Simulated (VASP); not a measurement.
# SnTe (Fm-3m) in VASP: notebook

One crystal, SnTe, is run at these levels: PBE; tasks: relaxation of cell and atoms.

Everything below comes from runs of VASP 6.6.1. Logs are shortened: lines on timing, memory, paths and dates and some standing lists are left out, and cuts for length are marked.

## Step 1: Starting point

It takes space group Fm-3m (No. 225, cubic). The conventional cell has a = 6.302 Å, b = 6.302 Å, c = 6.302 Å, α = 90.00°, β = 90.00°, γ = 90.00°. Sn (site symmetry m-3m) is surrounded by 6 Te at 3.15 Å. Te (site symmetry m-3m) is surrounded by 6 Sn at 3.15 Å.

## Step 2: Relaxation of cell and atoms, PBE

File INCAR:

```
SYSTEM = SnTe
ALGO = Fast
EDIFF = 1E-7
EDIFFG = -0.002
ENCUT = 700
GGA = PE
IBRION = 2
ISIF = 3
ISMEAR = 0
LASPH = .True.
LCHARG = .False.
LREAL = .False.
LWAVE = .False.
NELM = 100
NSW = 80
PREC = Accurate
SIGMA = 0.02
```

File KPOINTS:

```
k-points
0
Gamma
  8 8 8
  0 0 0
```

File POSCAR:

```
SnTe
1.0
    0.0000000000      3.1508500000      3.1508500000
    3.1508500000      0.0000000000      3.1508500000
    3.1508500000      3.1508500000      0.0000000000
Sn Te
1 1
Direct
    0.0000000000      0.0000000000      0.0000000000
    0.5000000000      0.5000000000      0.5000000000
```

Potentials or basis: VASP PAW PBE potentials, release 64 (Sn_d, Te).

The run is started by

```bash
$ cat potpaw_PBE.64/Sn_d/POTCAR potpaw_PBE.64/Te/POTCAR > POTCAR
$ mpirun -np 1 vasp_std > vasp.out
```

OUTCAR:

```text
SYSTEM = SnTe
   EDIFF = 1E-7
   EDIFFG = -0.002
   ENCUT = 700
   GGA = PE
   IBRION = 2
   ISIF = 3
   ISMEAR = 0
   LASPH = .True.
   LREAL = .False.
   NELM = 100
   NSW = 80
   PREC = Accurate

 ion  position               nearest neighbor table
   1  0.000  0.000  0.000-   2 3.15   2 3.15   2 3.15   2 3.15   2 3.15   2 3.15
   2  0.500  0.500  0.500-   1 3.15   1 3.15   1 3.15   1 3.15   1 3.15   1 3.15

  LATTYP: Found a face centered cubic cell.
 ALAT       =     6.3017000000

  Lattice vectors:

 A1 = (   0.0000000000,   3.1508500000,   3.1508500000)
 A2 = (   3.1508500000,   0.0000000000,   3.1508500000)
 A3 = (   3.1508500000,   3.1508500000,   0.0000000000)

Analysis of symmetry for initial positions (statically):
=====================================================================
 Subroutine PRICEL returns:
 Original cell was already a primitive cell.

 Routine SETGRP: Setting up the symmetry group for a
 face centered cubic supercell.

 Subroutine GETGRP returns: Found 48 space group operations
 (whereof 48 operations were pure point group operations)
 out of a pool of 48 trial point group operations.

The static configuration has the point symmetry O_h .

Analysis of symmetry for dynamics (positions and initial velocities):
=====================================================================
 Subroutine PRICEL returns:
 Original cell was already a primitive cell.

 Routine SETGRP: Setting up the symmetry group for a
 face centered cubic supercell.

 Subroutine GETGRP returns: Found 48 space group operations
 (whereof 48 operations were pure point group operations)
 out of a pool of 48 trial point group operations.

The dynamic configuration has the point symmetry O_h .

 Subroutine INISYM returns: Found 48 space group operations
 (whereof 48 operations are pure point group operations),
 and found     1 'primitive' translations

----------------------------------------------------------------------------------------

                                     Primitive cell

  volume of cell :      62.5624

  direct lattice vectors                    reciprocal lattice vectors
     0.000000000  3.150850000  3.150850000    -0.158687338  0.158687338  0.158687338
     3.150850000  0.000000000  3.150850000     0.158687338 -0.158687338  0.158687338
     3.150850000  3.150850000  0.000000000     0.158687338  0.158687338 -0.158687338

  length of vectors
     4.455974803  4.455974803  4.455974803     0.274854533  0.274854533  0.274854533

  position of ions in fractional coordinates (direct lattice)
     0.000000000  0.000000000  0.000000000
     0.500000000  0.500000000  0.500000000

  ion indices of the primitive-cell ions
   primitive index   ion index
                 1           1
                 2           2

----------------------------------------------------------------------------------------

 KPOINTS: k-points

Automatic generation of k-mesh.
 Grid dimensions read from file:
 generate k-points for:    8    8    8

 Generating k-lattice:

  Cartesian coordinates                     Fractional coordinates (reciprocal lattice)
    -0.019835917  0.019835917  0.019835917     0.125000000  0.000000000  0.000000000
     0.019835917 -0.019835917  0.019835917     0.000000000  0.125000000  0.000000000
     0.019835917  0.019835917 -0.019835917     0.000000000  0.000000000  0.125000000

  Length of vectors
     0.034356817  0.034356817  0.034356817

  Shift w.r.t. Gamma in fractional coordinates (k-lattice)
     0.000000000  0.000000000  0.000000000

 Subroutine IBZKPT returns following result:
 ===========================================

 Found     29 irreducible k-points:

 Following reciprocal coordinates:
            Coordinates               Weight
  0.000000  0.000000  0.000000      1.000000
  0.125000  0.000000  0.000000      8.000000
  0.250000  0.000000  0.000000      8.000000
  0.375000  0.000000  0.000000      8.000000
  0.500000  0.000000  0.000000      4.000000
  0.125000  0.125000  0.000000      6.000000
[... 16 lines left out ...]
  0.500000  0.250000  0.125000     48.000000
 -0.375000  0.250000  0.125000     24.000000
 [... further k-points ...]
   k-points           NKPTS =     29   k-points in BZ     NKDIM =     29   number of bands    NBANDS=     14
   number of dos      NEDOS =    301   number of ions     NIONS =      2
   total plane-waves  NPLWV =  64000
   dimension x,y,z NGX =    40 NGY =   40 NGZ =   40
   dimension x,y,z NGXF=    80 NGYF=   80 NGZF=   80
   ions per type =               1   1
   NGX,Y,Z   is equivalent  to a cutoff of  14.92, 14.92, 14.92 a.u.
   NGXF,Y,Z  is equivalent  to a cutoff of  29.85, 29.85, 29.85 a.u.
 SYSTEM =  SnTe
   PREC   = accura    normal or accurate (medium, high low for compatibility)
   ISTART =      0    job   : 0-new  1-cont  2-samecut
   ICHARG =      2    charge: 1-file 2-atom 10-const
   ISPIN  =      1    spin polarized calculation?
   LNONCOLLINEAR =      F non collinear calculations
   LSORBIT =      F    spin-orbit coupling
   LASPH  =      T    aspherical Exc in radial PAW
   ENCUT  =  700.0 eV  51.45 Ry    7.17 a.u.   9.61  9.61  9.61*2*pi/ulx,y,z
   NELM   =    100;   NELMIN=  2; NELMDL= -5     # of ELM steps
   EDIFF  = 0.1E-06   stopping-criterion for ELM
   LREAL  =      F    real-space projection
   EDIFFG = -.2E-02   stopping-criterion for IOM
   NSW    =     80    number of steps for IOM
   IBRION =      2    ionic relax: 0-MD 1-quasi-New 2-CG
   NFREE  =      1    steps in history (QN), initial steepest desc. (CG)
   ISIF   =      3    stress and relaxation
   ISYM   =      2    0-nonsym 1-usesym 2-fastsym
   POTIM  = 0.5000    time-step for ionic-motion
   TEBEG  =    0.0;   TEEND  =   0.0 temperature during run
   PSTRESS=    0.0 pullay stress
   NELECT =      20.0000    total number of electrons
   NUPDOWN=      -1.0000    fix difference up-down
   EMIN   =  10.00;   EMAX   =-10.00  energy-range for DOS
   EFERMI =   0.00;   METHOD = LEGACY
   ISMEAR =     0;   SIGMA  =   0.02  broadening in eV -4-tet -1-fermi 0-gaus
   EFERMI_NEDOS =   21; number of points for ismear=-14 and -15
   IALGO  =     68    algorithm
   IMIX   =      4    mixing-type and parameters
     AMIX     =   0.40;   BMIX     =  1.00
     AMIX_MAG =   1.60;   BMIX_MAG =  1.00
  volume/ion in A,a.u.               =      31.28       211.10
  Fermi-wavevector in a.u.,A,eV,Ry     =   1.119387  2.115336 17.048485  1.253028
  Thomas-Fermi vector in A             =   2.256026
   LORBIT       =      0    0 simple, 1 ext, 2 COOP (PROOUT), +10 PAW based schemes
   GGA     = PE    functional components
   LHFCALC =     F    Hartree Fock is set to
   AEXX    =    0.0000 exact exchange contribution
   IVDW    =     0    specifies the selected vdW correction
   LEPSILON=     F    determine dielectric tensor
   LRPA    =     F    only Hartree local field effects (RPA)
 conjugate gradient relaxation of ions
 non-spin polarized calculation
 RMM-DIIS sequential band-by-band and
 Gauss-broadening in eV      SIGMA  =   0.02
  energy-cutoff  :      700.00
  volume of cell :       62.56
 maximum number of plane-waves:      2685
 NGX is ok and might be reduce to    40
   NGX = 19   NGY = 19   NGZ = 19

--------------------------------------- Ionic step        1  -------------------------------------------

 number of electron      19.9999998 magnetization

 Free energy of the ion-electron system (eV)
  ---------------------------------------------------
  ext. energy  EPLUGINS =         0.00000000
  ---------------------------------------------------
  free energy    TOTEN  =        -7.54112651 eV

  energy without entropy =       -7.54112596  energy(sigma->0) =       -7.54112624

------------------------ aborting loop because EDIFF is reached ----------------------------------------

  FORCE on cell =-STRESS in cart. coord.  units (eV):
  Direction    XX          YY          ZZ          XY          YZ          ZX
  --------------------------------------------------------------------------------------
  -------------------------------------------------------------------------------------
  Total        0.8913346      0.8913346      0.8913346      0.0000000      0.0000000     -0.0000000
  in kB       22.8264393     22.8264393     22.8264393      0.0000000      0.0000000     -0.0000000
  external PRESSURE =      22.8264393 kB  Pullay stress =       0.0000000 kB
[... 165 lines left out ...]
  energy  without entropy=       -7.5637615036  energy(sigma->0) =       -7.56377564

--------------------------------------- Ionic step        6  -------------------------------------------

 number of electron      20.0000001 magnetization

 Free energy of the ion-electron system (eV)
  ---------------------------------------------------
  ext. energy  EPLUGINS =         0.00000000
  ---------------------------------------------------
  free energy    TOTEN  =        -7.56379009 eV

  energy without entropy =       -7.56376297  energy(sigma->0) =       -7.56377653

 E-fermi :   6.3346     XC(G=0):  -9.2600

 val. band max:        6.3072251588   @ k =   0.5000   0.0000   0.0000
 cond. band min:       6.3619505085   @ k =   0.5000   0.0000   0.0000
 fundamental gap:      0.0547253497
 Fermi energy:         6.3345878332

 k-point     1 :       0.0000    0.0000    0.0000
  band No.  band energies     occupation
      1     -15.5733      2.00000
      2     -15.5733      2.00000
      3     -15.5703      2.00000
      4     -15.5703      2.00000
      5     -15.5703      2.00000
      6      -6.1075      2.00000
      7       1.4392      2.00000
      8       4.3151      2.00000
      9       4.3151      2.00000
     10       4.3151      2.00000
     11       9.5530      0.00000
     12       9.5530      0.00000
     13       9.5530      0.00000
     14      11.1617      0.00000
[... 375 lines left out ...]
 k-point    24 :      -0.3750    0.2500    0.1250
  band No.  band energies     occupation
      1     -15.5796      2.00000
      2     -15.5751      2.00000
      3     -15.5678      2.00000
      4     -15.5662      2.00000
      5     -15.5637      2.00000
      6      -4.7971      2.00000
      7      -1.4077      2.00000
      8       2.7975      2.00000
      9       3.1468      2.00000
     10       5.3960      2.00000
     11       6.8608      0.00000
     12       9.1348      0.00000
     13       9.7152      0.00000
     14      12.3581      0.00000

 [... further k-points ...]
[... 5 lines left out ...]
  --------------------------------------------------------------------------------------
  -------------------------------------------------------------------------------------
  Total       -0.0018378     -0.0018378     -0.0018378     -0.0000000      0.0000000      0.0000000
  in kB       -0.0446619     -0.0446619     -0.0446619     -0.0000000      0.0000000      0.0000000
  external PRESSURE =      -0.0446619 kB  Pullay stress =       0.0000000 kB
[... 17 lines left out ...]
  FREE ENERGIE OF THE ION-ELECTRON SYSTEM (eV)
  ---------------------------------------------------
  free  energy   TOTEN  =        -7.5637900923 eV

  energy  without entropy=       -7.5637629675  energy(sigma->0) =       -7.56377653

 reached required accuracy - stopping structural energy minimisation
```

Wall time 3 min (1 thread of Intel Xeon Platinum 8259CL at 2.50GHz (Skylake/Cascade Lake), shared host); peak memory 0.27 GiB.

Results:

```
Free energy                            : -7.5638 eV
Relaxed volume                         : 32.96 Å³/atom
Relaxed cell                           : a = 4.535 Å, b = 4.535 Å, c = 4.535 Å, α = 60.00°, β = 60.00°, γ = 60.00°
Space group after relaxing (to 0.05 Å) : Fm-3m (No. 225)
Energy gained by relaxing              : 11.3 meV/atom
Ionic steps                            : 6
Pressure after relaxing                : 0.0 GPa
Band gap on the k mesh                 : 0.05 eV, direct
```

The path:
```csv
step,energy change (eV),largest force (eV/Å),pressure (GPa),volume (Å³)
1,0.0000,0.0000,2.28,62.56
2,-0.0216,0.0000,-0.45,66.69
3,-0.0227,0.0000,0.02,65.89
4,-0.0227,0.0000,-0.02,65.96
5,-0.0227,0.0000,0.01,65.91
6,-0.0227,0.0000,0.00,65.93
```

Final structure:
```
CELL_PARAMETERS angstrom
0.00000 3.20640 3.20640
3.20640 0.00000 3.20640
3.20640 3.20640 0.00000
ATOMIC_POSITIONS crystal
Sn 0.00000 0.00000 0.00000
Te 0.50000 0.50000 0.50000
```

Caveat: spin-orbit coupling is left out, which moves the levels of the heavy elements. A k mesh can miss the band edges.

## Step 3: Relaxation of cell and atoms, PBE

This run uses another cell than the first one, of 32.96 Å³/atom, 1.054 times its volume.

INCAR is that of step 2.

KPOINTS is that of step 2.

File POSCAR:

```
SnTe                                    
1.0
    0.0000000000      3.2063976465      3.2063976465
    3.2063976465      0.0000000000      3.2063976465
    3.2063976465      3.2063976465     -0.0000000000
  Sn              Te            
     1     1
Direct
     0.0000000000000000    0.0000000000000000    0.0000000000000000
     0.5000000000000000    0.5000000000000000    0.5000000000000000
```

Potentials or basis: VASP PAW PBE potentials, release 64 (Sn_d, Te).

The run is started by

```bash
$ cat potpaw_PBE.64/Sn_d/POTCAR potpaw_PBE.64/Te/POTCAR > POTCAR
$ mpirun -np 1 vasp_std > vasp.out
```

OUTCAR:

```text
SYSTEM = SnTe
   EDIFF = 1E-7
   EDIFFG = -0.002
   ENCUT = 700
   GGA = PE
   IBRION = 2
   ISIF = 3
   ISMEAR = 0
   LASPH = .True.
   LREAL = .False.
   NELM = 100
   NSW = 80
   PREC = Accurate

 ion  position               nearest neighbor table
   1  0.000  0.000  0.000-   2 3.21   2 3.21   2 3.21   2 3.21   2 3.21   2 3.21
   2  0.500  0.500  0.500-   1 3.21   1 3.21   1 3.21   1 3.21   1 3.21   1 3.21

  LATTYP: Found a face centered cubic cell.
 ALAT       =     6.4127952930

  Lattice vectors:

 A1 = (   0.0000000000,   3.2063976465,   3.2063976465)
 A2 = (   3.2063976465,   0.0000000000,   3.2063976465)
 A3 = (   3.2063976465,   3.2063976465,   0.0000000000)

Analysis of symmetry for initial positions (statically):
=====================================================================
 Subroutine PRICEL returns:
 Original cell was already a primitive cell.

 Routine SETGRP: Setting up the symmetry group for a
 face centered cubic supercell.

 Subroutine GETGRP returns: Found 48 space group operations
 (whereof 48 operations were pure point group operations)
 out of a pool of 48 trial point group operations.

[... 172 lines left out ...]
 k-point     1 :       0.0000    0.0000    0.0000
  band No.  band energies     occupation
      1     -15.5728      2.00000
      2     -15.5728      2.00000
      3     -15.5698      2.00000
      4     -15.5698      2.00000
      5     -15.5698      2.00000
      6      -6.1074      2.00000
      7       1.4392      2.00000
      8       4.3151      2.00000
      9       4.3151      2.00000
     10       4.3151      2.00000
     11       9.5530      0.00000
     12       9.5532      0.00000
     13       9.5545      0.00000
     14      11.1617      0.00000
[... 377 lines left out ...]
      1     -15.5792      2.00000
      2     -15.5747      2.00000
      3     -15.5674      2.00000
      4     -15.5657      2.00000
      5     -15.5633      2.00000
      6      -4.7971      2.00000
      7      -1.4077      2.00000
      8       2.7975      2.00000
      9       3.1468      2.00000
     10       5.3960      2.00000
     11       6.8608      0.00000
     12       9.1348      0.00000
     13       9.7153      0.00000
     14      12.3601      0.00000

 [... further k-points ...]
[... 5 lines left out ...]
  --------------------------------------------------------------------------------------
  -------------------------------------------------------------------------------------
  Total       -0.0033033     -0.0033033     -0.0033033      0.0000000      0.0000000     -0.0000000
  in kB       -0.0802751     -0.0802751     -0.0802751      0.0000000      0.0000000     -0.0000000
  external PRESSURE =      -0.0802751 kB  Pullay stress =       0.0000000 kB

 VOLUME and BASIS-vectors are now :
 -----------------------------------------------------------------------------
  energy-cutoff  :      700.00
  volume of cell :       65.93
      direct lattice vectors                 reciprocal lattice vectors
     0.000000000  3.206397647  3.206397647    -0.155938238  0.155938238  0.155938238
     3.206397647  0.000000000  3.206397647     0.155938238 -0.155938238  0.155938238
     3.206397647  3.206397647  0.000000000     0.155938238  0.155938238 -0.155938238

 POSITION                                       TOTAL-FORCE (eV/Angst)
 -----------------------------------------------------------------------------------
      0.00000      0.00000      0.00000        -0.000000     -0.000000     -0.000000
      3.20640      3.20640      3.20640         0.000000      0.000000      0.000000
 -----------------------------------------------------------------------------------
    total drift:                                0.000000     -0.000000     -0.000000

  FREE ENERGIE OF THE ION-ELECTRON SYSTEM (eV)
  ---------------------------------------------------
  free  energy   TOTEN  =        -7.5638551966 eV

  energy  without entropy=       -7.5638280249  energy(sigma->0) =       -7.56384161

 reached required accuracy - stopping structural energy minimisation
```

Run time: 43 s. Hardware: 1 thread of Intel Xeon Platinum 8259CL at 2.50GHz (Skylake/Cascade Lake), shared host; peak memory 0.26 GiB.

Results:

| Item | Value |
| --- | --- |
| Free energy | -7.5639 eV |
| Pressure after relaxing | 0.0 GPa |
| Band gap on the k mesh | 0.05 eV, direct |

Final structure:
```
Sn Te
1.0
     0.00000    3.20640    3.20640
     3.20640    0.00000    3.20640
     3.20640    3.20640    0.00000
Sn Te
1 1
Direct
  0.00000 0.00000 0.00000
  0.50000 0.50000 0.50000
```

Caveat: the relaxation stopped at its first step, so nothing moved; spin-orbit coupling is left out, which moves the levels of the heavy elements.
